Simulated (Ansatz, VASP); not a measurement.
## CaH4 in VASP and in Ansatz

File INCAR:

```
SYSTEM = CaH4
ALGO = Normal
EDIFF = 1E-7
EDIFFG = -0.01
ENCUT = 600
GGA = PE
IBRION = 2
ISIF = 3
ISMEAR = 0
LASPH = .True.
LCHARG = .False.
LREAL = .False.
LWAVE = .False.
NELM = 100
NSW = 100
PREC = Accurate
SIGMA = 0.1
```

KPOINTS

```
k-points
0
Gamma
  10 10 10
  0 0 0
```

The input POSCAR:

```
CaH4
1.0
    4.1645419294      0.0000000000      0.0000000000
    0.0000000000      4.1645419294      0.0000000000
    0.0000000000      0.0000000000      4.1645419294
Ca H
1 4
Direct
    0.0000000000      0.0000000000      0.0000000000
    0.5000000000      0.0000000000      0.0000000000
    0.0000000000      0.5000000000      0.0000000000
    0.0000000000      0.0000000000      0.5000000000
    0.5000000000      0.5000000000      0.5000000000
```

Input for Ansatz:

```yaml
crystal:
  lattice:
    - [4.1645419294, 0.0, 0.0]
    - [0.0, 4.1645419294, 0.0]
    - [0.0, 0.0, 4.1645419294]
  atoms:
    - { symbol: Ca, position: [0.0, 0.0, 0.0] }
    - { symbol: H, position: [0.5, 0.0, 0.0] }
    - { symbol: H, position: [0.0, 0.5, 0.0] }
    - { symbol: H, position: [0.0, 0.0, 0.5] }
    - { symbol: H, position: [0.5, 0.5, 0.5] }
basis:
  ecutwfc: 420
kpoints:
  mp_grid: { grid: [10, 10, 10] }
hamiltonian:
  xc: pbe
scf:
  occupations: { method: gaussian, width: 0.1 }
output:
  forces: true
  stress: true
  eigenvalues: true
relax:
  adjacent_minimum: "off"
  f_tol: 0.01
  max_steps: 80
  cell: { stress_tol: 0.05 }
```

Alike in both runs: task relaxation of cell and atoms; functional PBE; k mesh 10 × 10 × 10; occupations gaussian, width 0.1 eV; no spin polarisation.

|  | VASP | Ansatz |
| --- | --- | --- |
| version | VASP 6.6.1 | Ansatz 0.2.0 |
| potentials or method | VASP PAW PBE potentials, release 64 (Ca_sv, H) | scalar-relativistic, plane waves, PAW |
| plane-wave cutoff (eV) | 600 | 420 |
| valence electrons in the cell | 14 | 14 |

|  | VASP | Ansatz | Ansatz less VASP |
| --- | --- | --- | --- |
| gap on the k mesh at the Fermi level, each at its own relaxed structure (eV) | none | none | - |
| relaxed volume (Å³/atom) | 14.47 | 14.48 | +0.012 |
| relaxed cell length with the largest relative difference (Å) | 4.167 | 4.168 | +0.0011 |

A gap of «none» marks a metal or a gap that the smearing closes.
